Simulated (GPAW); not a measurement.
Input of a GPAW 26.7.0 run:

Contents of run.py:

```python
import json
import numpy as np
from ase.dft.bandgap import bandgap
from ase.io import read, write
from gpaw import GPAW, PW
from gpaw.response.g0w0 import G0W0

atoms = read('POSCAR')

calc = GPAW(mode=PW(650),
            xc='PBE',
            kpts={'size': (6, 6, 6), 'gamma': True},
            occupations={'name': 'fermi-dirac', 'width': 0.001},
            nbands=11,
            convergence={'density': 1e-06},
            maxiter=150,
            txt='gpaw.txt')
atoms.calc = calc
energy = atoms.get_potential_energy()
calc.write('gs.gpw')
write('result.traj', atoms)
print(f'Energy: {energy:.6f} eV')
print('Fermi level:', round(calc.get_fermi_level(), 4), 'eV')
print(f'Gap: {bandgap(calc)[0]:.4f} eV, direct: {bandgap(calc, direct=True)[0]:.4f} eV')

calc.diagonalize_full_hamiltonian(nbands=41)
calc.write('full.gpw', mode='all')

ibz = calc.get_ibz_k_points()
gap, vbm, cbm = bandgap(calc, output=None)
gap, direct, _ = bandgap(calc, direct=True, output=None)
gamma = int(np.abs(ibz).sum(1).argmin())
kpts = sorted({gamma, vbm[1], cbm[1], direct[1]})
gw = G0W0(calc='full.gpw',
          filename='gw',
          ecut=80,
          ecut_extrapolation=False,
          relbands=(-2, 2),
          kpts=kpts,
          integrate_gamma='WS',
          nbands=37,
          ppa=True,
          xc='rALDA',
          fxc_mode='GWP',
          do_GW_too=True)
gw.calculate()
results = {mode: {key: np.asarray(r[key]).tolist() for key in ['f', 'eps', 'vxc', 'exx', 'sigma', 'Z', 'qp', 'sigma_eskn']}
           for mode, r in gw.all_results.items()}
json.dump({'kpts': ibz[kpts].tolist(), 'results': results}, open('gw.json', 'w'))
for mode, r in results.items():
    f, qp = np.array(r['f']), np.array(r['qp'])
    print(mode, 'quasiparticle energies (eV):')
    print(qp.round(3))
    print(mode, 'gap:', round(qp[f < 0.5].min() - qp[f > 0.5].max(), 4), 'eV')
```

POSCAR

```
GaN
1.0
    0.0000000000      2.2535006075      2.2535006075
    2.2535006075      0.0000000000      2.2535006075
    2.2535006075      2.2535006075      0.0000000000
Ga N
1 1
Direct
    0.0000000000      0.0000000000      0.0000000000
    0.2500000000      0.2500000000      0.2500000000
```

Potentials or basis: GPAW PAW data sets (gpaw-data 1.2.1), pw.

The run is started by

```sh
$ OMP_NUM_THREADS=1 python run.py
```

(1) Estimate the quasiparticle gap.

(2) Estimate the least direct quasiparticle gap.

(3) Estimate the band gap on the k mesh, mean-field level.

Answers

(1) 3.06 eV.

(2) 3.06 eV.

(3) 1.82 eV, direct.

Caveat: the k mesh is coarse; the quasiparticle gap is taken among the few k points that were corrected; the long-wavelength limit can be off by a per cent or two.

**What was measured.**

From a printed reference work, textbook, for a bulk crystal of GaN at 0 K: band gap 3.299 eV (direct).

Against the measured gap of GaN, 3.299 eV (direct; 0 K; a printed reference work, textbook), the calculated 3.06 eV is off by -0.24 eV. Spin-orbit coupling on Ga is left out. The value is that of G0W0 on PBE, without temperature or zero-point motion. The cell is a database's relaxed one, not the measured one, which moves gaps too.
